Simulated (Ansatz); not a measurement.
Below is the output of a Python script on the Python package of Ansatz (0.2.0) that makes a convergence test of the plane-wave cutoff of Ta, space group Fm-3m. Write a script that gives it. Use (first run): PBE, PAW, cutoff 250 eV, 12×12×12 k-points, cold smearing of 0.1 eV. The script varies cutoff (eV): 250, 325, 400, 475, 550, 625.

Input file `ta.cif`:
```cif
data_Ta
_cell_length_a 2.983991
_cell_length_b 2.983991
_cell_length_c 2.983991
_cell_angle_alpha 60.00000
_cell_angle_beta 60.00000
_cell_angle_gamma 60.00000
_symmetry_space_group_name_H-M 'P 1'
_symmetry_Int_Tables_number 1
loop_
_symmetry_equiv_pos_as_xyz
'x, y, z'
loop_
_atom_site_label
_atom_site_type_symbol
_atom_site_fract_x
_atom_site_fract_y
_atom_site_fract_z
Ta1 Ta    0.000000    0.000000    0.000000
```

```console
$ python run_ecut.py
 cutoff (eV)  F/atom (eV)  iterations  P (GPa)  max component (eV/A)  plane waves
         250  -9931.89985           5  0.66199                   0.0          169
         325  -9932.00581           5  0.46228                   0.0          259
         400  -9932.01242           5  0.44824                   0.0          331
         475  -9932.01364           5  0.44298                   0.0          459
         550  -9932.01382           5  0.44307                   0.0          537
         625  -9932.01397           5  0.44228                   0.0          645
250: +114.12 meV/atom
325: +8.17 meV/atom
400: +1.55 meV/atom  (within 5 meV)
475: +0.33 meV/atom  (within 5 meV)
550: +0.16 meV/atom  (within 5 meV)
```

The script that was run (others could print the same):

`run_ecut.py`:
```python
"""Cutoff test for Ta."""

import warnings

import ansatz as az
from ase.io import read
import pandas as pd

FILLING = "cold"

warnings.simplefilter("ignore", az.DeckWarning)

atoms = read("ta.cif")
ta = az.Crystal.from_ase(atoms)

calc = (
    ta.calculation()
    .functional(az.Functional.PBE)
    .kpoints(12, center="gamma")
    .occupations(FILLING)
    .forces()  # minus the gradient of the free energy
    .stress()  # GPa
)

rows = []
for value in [250, 325, 400, 475, 550, 625]:
    rep = calc.basis(value).run(threads=1, backend="cpu").report
    rows.append((value, rep["free_energy_ev"] / len(rep["lattice"]["sites"]), rep["n_iterations"], sum(rep["stress_gpa"][i][i] for i in range(3)) / 3, max(abs(f) for row in rep["forces_ev_ang"] for f in row), rep["n_pw"]))

table = pd.DataFrame(rows, columns=["cutoff (eV)", "F/atom (eV)", "iterations", "P (GPa)", "max component (eV/A)", "plane waves"])
print(table.round(5).to_string(index=False))

# the last row is the reference
for row in rows[:-1]:
    shift = 1000 * (row[1] - rows[-1][1])
    print(f"{row[0]}: {shift:+.2f} meV/atom" + ("  (within 5 meV)" if abs(shift) < 5 else ""))
```

From 400 eV on it stays within 5 meV an atom of the value at 625 eV; the first row (250 eV) is off by 114.1 meV and the last but one by 0.16 meV. The energy falls steadily, as expected when plane waves are added. The pressure moves from 0.66 to 0.44 GPa (the program's stress holds a Pulay correction, so it settles early).

Reading the output:
- No spin polarisation was allowed.
- For a metal this k-point mesh is coarse: on a finer one energies can move by several to tens of meV an atom and pressures by half a GPa or more, differences at one mesh by less.
- Forces vanish by symmetry here and test nothing.
- Pressure is positive in compression.
- Spin-orbit coupling, which matters for elements this heavy, is left out.
- This isn't the structure that Ta takes at ambient conditions.
- Shifts are counted from the last row, which is itself no proven limit.
- The script silences the warnings on its input, which a real study should read.
- Hardware and time: 6.3 s on 1 thread of Arm Neoverse V1 (shared host), peak memory 0.46 GiB.
